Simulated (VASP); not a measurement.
Here is a VASP 6.6.1 calculation.

INCAR

```
SYSTEM = CdSe
PREC     = Accurate       ! precision mode
ENCUT    = 520            ! plane-wave cutoff, eV
EDIFF    = 1E-7           ! SCF threshold, eV
ISMEAR   = 0              ! smearing method
SIGMA    = 0.1            ! smearing width, eV
LREAL    = .False.        ! projectors in reciprocal space
LASPH    = .True.         ! aspherical terms in the spheres
NELM     = 60             ! most SCF steps
ALGO     = Normal         ! electronic algorithm
ISIF     = 3              ! what is computed and relaxed
LWAVE    = .False.        ! write WAVECAR
LCHARG   = .False.        ! write CHGCAR
GGA      = PS             ! functional
IBRION   = 2              ! ionic algorithm
NSW      = 80             ! ionic steps
EDIFFG   = -0.002         ! ionic threshold
PSTRESS  = 200.0
```

Contents of KPOINTS:

```
Automatic mesh
0
Gamma
  8 8 8
  0 0 0
```

The input POSCAR:

```
CdSe                                    
1.0
   -0.0000000000      2.6541258075      2.6541258075
    2.6541258075     -0.0000000000      2.6541258075
    2.6541258075      2.6541258075      0.0000000000
  Cd              Se            
     1     1
Direct
     0.0000000000000000    0.0000000000000000    0.0000000000000000
     0.5000000000000000    0.5000000000000000    0.5000000000000000
```

Potentials or basis: VASP PAW PBE potentials, release 64 (Cd, Se).

Launch:

```console
$ cat potpaw_PBE.64/Cd/POTCAR potpaw_PBE.64/Se/POTCAR > POTCAR
$ mpirun -np 1 vasp_std > vasp.out
```

(1) Predict the relaxed cell.

(2) Predict the band gap on the k mesh.

## Answers

(1) a = 3.754 Å, b = 3.754 Å, c = 3.754 Å, α = 60.00°, β = 60.00°, γ = 60.00°.

(2) none (metal or under the smearing width).

Caveat: the cell is relaxed towards a set pressure, so the enthalpy falls and the energy may rise.
